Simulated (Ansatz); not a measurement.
Si: course of a relaxation

The calculation used DFT r2SCAN, scalar-relativistic, plane waves, PAW (Ansatz). Run with 500 eV cutoff, 12×12×4 k-mesh, Gaussian smearing of 0.02 eV, no spin polarisation.

What was changed: uniaxial strain along c, with a, b and atoms relaxed: +3.0 %.

Command:

```bash
ansatz run input.yaml --threads 1 --pin off --max-ram 2560MiB --backend cpu --events-out ev --progress --plain --runs-dir out
```

Input:

```yaml
crystal:
  lattice:
    - [3.803169048, 0.0, 0.0]
    - [-1.901584524, 3.2936410105, 0.0]
    - [0.0, 0.0, 6.532074513]
  atoms:
    - { symbol: Si, position: [0.3333333336, 0.6666666664, 0.0639931521] }
    - { symbol: Si, position: [0.6666666664, 0.3333333336, 0.5639931521] }
    - { symbol: Si, position: [0.3333333336, 0.6666666664, 0.4360068479] }
    - { symbol: Si, position: [0.6666666664, 0.3333333336, 0.9360068479] }
basis:
  ecutwfc: 500
kpoints:
  mp_grid: { grid: [12, 12, 4] }
hamiltonian:
  xc: r2scan
scf:
  occupations: { method: gaussian, width: 0.02 }
output:
  forces: true
  stress: true
  eigenvalues: true
  write_density: true
  write_potential: true
  elf: true
  volumetric_format: npy
relax:
  adjacent_minimum: "off"
  f_tol: 0.008
  max_steps: 40
  cell: { stress_tol: 0.015, fix: [c, angles] }
```

F is the free energy. Steps run on the plane waves of an earlier cell, but the last one, and at times one on the way, on a freshly chosen basis, so a repeated geometry can differ a little in energy. The held parts of the cell keep their stress, so P needn't end at zero.

Steps:

```
step F − F(1) (eV) largest force component (eV/Å) V (Å³/atom) P (GPa)
   1         0.0000                           0.166       20.456    -1.30
   2        -0.0036                           0.048       20.571    -1.87
   3        -0.0038                           0.002       20.602    -2.03
   4        -0.0038                           0.000       20.606    -2.05
   5        -0.0039                           0.000       20.606    -2.05
```

Relaxed structure:

```yaml
crystal:
  lattice:
    - [3.81712, 0.00000, 0.00000]
    - [-1.90856, 3.30572, 0.00000]
    - [0.00000, 0.00000, 6.53207]
  atoms:
    - { symbol: Si, position: [0.33333, 0.66667, 0.06476] }
    - { symbol: Si, position: [0.66667, 0.33333, 0.56476] }
    - { symbol: Si, position: [0.33333, 0.66667, 0.43524] }
    - { symbol: Si, position: [0.66667, 0.33333, 0.93524] }
```

Symmetry: P6_3/mmc, No. 194, hexagonal system. The conventional cell has a = 3.817 Å, b = 3.817 Å, c = 6.532 Å, α = 90.00°, β = 90.00°, γ = 120.00°. Si (site symmetry 3m) is surrounded by 4 Si at 2.36 to 2.42 Å.

The run converged. It took 40 s on 1 thread of Intel(R) Xeon(R) 6975P-C (Granite Rapids), on a shared host, peak memory 0.67 GiB.